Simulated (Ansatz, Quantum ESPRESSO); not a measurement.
# GaP (111), zinc blende: a film clamped to its substrate

A thin film takes the in-plane lattice of its substrate and is free along the normal. How do the free axis and the stress follow the misfit? The strained cell has c along the film normal; unstrained it is a = 3.8463 Å, b = 3.8463 Å, c = 9.4216 Å, α = 90.00°, β = 90.00°, γ = 120.00°, with 6 atoms.

Calculated with Quantum ESPRESSO 7.5, PBEsol, PseudoDojo 0.4.1 norm-conserving potentials, cutoff 1170 eV, Fermi–Dirac smearing 0.02 eV, k-mesh 8×8×3, no spin polarisation, no spin-orbit coupling.

Relaxed positions at 0 %:

```csv
atom,x,y,z
Ga,0.0000,0.0000,0.0000
Ga,0.3333,0.6667,0.3333
Ga,0.6667,0.3333,0.6667
P,0.0000,0.0000,0.7500
P,0.3333,0.6667,0.0833
P,0.6667,0.3333,0.4167
```

| ε∥ (%) | a (Å) | c (Å) | ε⊥ (%) | σ (GPa, tension positive) |
| --- | --- | --- | --- | --- |
| −3 | 3.7309 | 9.5585 | 1.453 | −6.54 |
| −2 | 3.7694 | 9.5108 | 0.947 | −4.22 |
| −1 | 3.8079 | 9.4648 | 0.458 | −2.05 |
| 0 | 3.8463 | 9.4216 | 0.000 | −0.01 |
| 2 | 3.9233 | 9.3374 | −0.893 | 3.61 |
| 3 | 3.9617 | 9.2984 | −1.308 | 5.20 |

**Question.** Fit both responses and give the free strain and the stress at +1 %, a row left out above.

Least squares with y = y0 + y1 ε + y2 ε² (ε in %) gives ε⊥ = −0.006 + (−0.4599) ε + (0.0086) ε² and σ = −0.01 + (1.957) ε + (−0.073) ε² GPa. The linear terms put the ratio of free to applied strain at −0.460 and the biaxial modulus at 196 GPa.

At +1 % the free strain comes out as −0.457 %. The run itself gives −0.462 %, so the estimate misses by 0.005 %; the fitted rows themselves lie up to 0.006 % off the law.

The stress comes out as 1.87 GPa. The run itself gives 1.87 GPa, so the estimate misses by 0.00 GPa, a rounding's worth.

The negative ε² term means that the crystal stiffens in compression and softens in tension.

The same fit over all rows at other levels or in other programs gives the strain ratio = −0.461 with PBEsol (Quantum ESPRESSO, GBRV) and −0.458 with PBEsol (Ansatz).

[Logs are printed without paths, hosts, clocks, repeated set-up lines and the standing remarks that a program may print on its own settings, such as how far it seeks lower states.]
